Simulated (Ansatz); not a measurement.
PbO-type HfN

Level of theory: DFT, PBE, scalar-relativistic, no spin polarisation; plane waves to 420 eV with PAW datasets (Ansatz 0.2.0), 10×10×8 k-mesh, Gaussian smearing of 0.05 eV; PAW files: Ansatz's generated set soft_2.

```yaml
crystal:
  lattice:
    - [3.85671, 0.00000, 0.00000]
    - [0.00000, 3.85671, 0.00000]
    - [0.00000, 0.00000, 4.81847]
  atoms:
    - { symbol: Hf, position: [0.50000, 0.00000, 0.17687] }
    - { symbol: Hf, position: [0.00000, 0.50000, 0.82313] }
    - { symbol: N, position: [0.00000, 0.00000, 0.00000] }
    - { symbol: N, position: [0.50000, 0.50000, 0.00000] }
```

This is a trial structure; measured cells of the compound in the Crystallography Open Database are in space group Fm-3m (rock salt).

The run above is the reference. The same cell was run again with other input settings; several of them aren't fit for production, so the rows show the settings' effect and aren't properties of the material.

| keys changed | outcome | ΔE (meV/atom) | P (GPa) | gap on the mesh (eV) | cell moment (μB) | largest force component (eV/Å) | SCF iterations | rough core-seconds | new warnings |
| --- | --- | --- | --- | --- | --- | --- | --- | --- | --- |
| none (reference) | converged | 0.0 | 0.0 | metal | – | 0.001 | – | – | – |
| kpoints.mp_grid.grid: [10, 10, 8] → [12, 12, 10]; scf.occupations.width: 0.05 → 0.025 | converged | 0.3 | 0.0 | metal | – | 0.002 | 8 | 25 | – |
| scf.mixing.algorithm: "msr1"; scf.mixing.beta: 0.05; scf.mixing.ndim: 16; scf.occupations.method: "gaussian" → "fermi_dirac"; scf.occupations.width: 0.05 → 0.2 | converged | -0.2 | 0.2 | metal | – | 0.087 | 9 | 17 | – |
| kpoints.mp_grid.shift: [0.5, 0.5, 0.5]; hamiltonian.hubbard: {"sites": [{"species": "Hf", "l": "d", "u_eff": 8.0}], "double_counting": "fll"} | converged | – | 11.4 | metal | – | 1.446 | 9 | 14 | filled band counts differ across k points |
| scf.mixing.preconditioner: "local_kerker"; kpoints.mp_grid.grid: [10, 10, 8] → [15, 15, 12]; scf.lower_state_search: "light" | converged | 0.3 | 0.0 | metal | – | 0.003 | 7 | 50 | – |
| kpoints.mp_grid.grid: [10, 10, 8] → [15, 15, 12]; hamiltonian.xc: "pbe" → "lda" | converged | – | -7.9 | metal | – | 0.778 | 9 | 60 | – |
| accuracy: "high" | converged | 0.0 | 0.0 | metal | – | 0.001 | 12 | 22 | – |

ΔE is the energy with the smearing extrapolated to zero. It is left out where the change alters the Hamiltonian or the spin treatment. The varied runs start from atomic densities (corrected by the program's trained start where that serves), with the default search for lower states unless a row changes it.

(1) What happens with these changes: basis.ecutwfc: 420 → "33.1 Ry"; scf.initial_density.chi_scale: 0.1?

(2) What happens with these changes: hamiltonian.pseudopotentials: {"kind": "nc"}?

Answers:

(1) outcome converged, ΔE (meV/atom) -2.4, P (GPa) 0.0, gap on the mesh (eV) metal, largest force component (eV/Å) 0.001, SCF iterations 11, rough core-seconds 22.

(2) outcome converged, P (GPa) -31.8, gap on the mesh (eV) metal, largest force component (eV/Å) 4.241, SCF iterations 14, rough core-seconds 30, new warnings cutoff below recommended.

Other pseudopotential files need their own cutoff; where it is too low, pressure and moments show the cutoff and not the files.

1 further run (cut off, refused for memory, with changed atoms or starts, or in doubt) is left out.

Of the reference: No spin–orbit coupling, a notable omission for heavy elements.
